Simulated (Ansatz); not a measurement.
Reaction (formal exchange of groups at a B–C bond): `CBC(C)=O` + `C[SiH](N)N` → `CB[SiH](N)N` + `CC(C)=O`

Gas-phase electronic energies from Ansatz, PBE0-D4/def2-TZVP geometries. CCSD(T)/CBS is the MP2 limit (def2-TZVPP, def2-QZVPP) plus CCSD(T) − MP2 in def2-TZVPP, frozen cores. Functionals use def2-TZVPP. One conformer a species, not always the lowest.

```tsv
species	ωB97X-V energy (Eh)
`CBC(C)=O`	-218.60676
`C[SiH](N)N`	-441.97809
`CB[SiH](N)N`	-467.39421
`CC(C)=O`	-193.17218
```

Work out ΔE.

ΔE = (-467.39421) + (-193.17218) − (-218.60676) − (-441.97809) = 0.01846 Eh = +48.5 kJ/mol. CCSD(T)/CBS gives +51.4 kJ/mol.

Largest T1 diagnostic among the species: 0.017.

From PBE to PBE0 (25 % exact exchange), in def2-TZVPP and without D4, ΔE moves by −3.5 kJ/mol. In def2-TZVPP, CCSD(T) changes the Hartree–Fock value by +6.3 kJ/mol (the triples alone add +2.0 kJ/mol) and MP2 by +11.6 kJ/mol.
